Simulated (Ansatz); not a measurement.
Crystal: AlNi.

```
Ni Al
1.0
     2.88100    0.00000    0.00000
     0.00000    2.88100    0.00000
     0.00000    0.00000    2.88100
Ni Al
1 1
Direct
  0.50000 0.50000 0.50000
  0.00000 0.00000 0.00000
```

| Quantity | Value |
| --- | --- |
| Program | Ansatz 0.2.0 |
| Task | relaxation of cell and atoms |
| Functional | LDA |
| Potentials or basis | Ansatz PAW |
| Cutoff | 420 eV (not typed: the program's choice for these potentials) |
| k mesh | 9 × 9 × 9 |
| Occupations | fermi-dirac, width 0.05 eV |
| Spin | collinear spin, ferromagnetic start |
| Starting moments | [1.0, 0.0] μB |

At the start: volume 11.96 Å³/atom.

Where does the relaxation end?

It ends after 5 steps and the volume is 11.36 Å³/atom (-5.0 %); space group Pm-3m (No. 221, to 0.05 Å); moment 0.00 μB per cell.

The path:
```csv
step,energy change (eV),largest force (eV/Å),volume (Å³)
1,0.0000,0.0000,23.91
2,-0.0290,0.0000,23.16
3,-0.0342,0.0000,22.68
4,-0.0343,0.0000,22.72
5,-0.0337,0.0000,22.72
```

Final structure:
```yaml
crystal:
  lattice:
    - [2.83212, 0.00000, 0.00000]
    - [0.00000, 2.83212, 0.00000]
    - [0.00000, 0.00000, 2.83212]
  atoms:
    - { symbol: Ni, position: [0.50000, 0.50000, 0.50000] }
    - { symbol: Al, position: [0.00000, 0.00000, 0.00000] }
```

Caveat: the plane-wave basis is chosen anew once the cell has moved, so the energies of steps on either side of that aren't comparable; the PAW data sets come from PBE, with cores solved anew for the run's functional, which leaves a small shift of forces and pressure; the starting moments weren't kept.
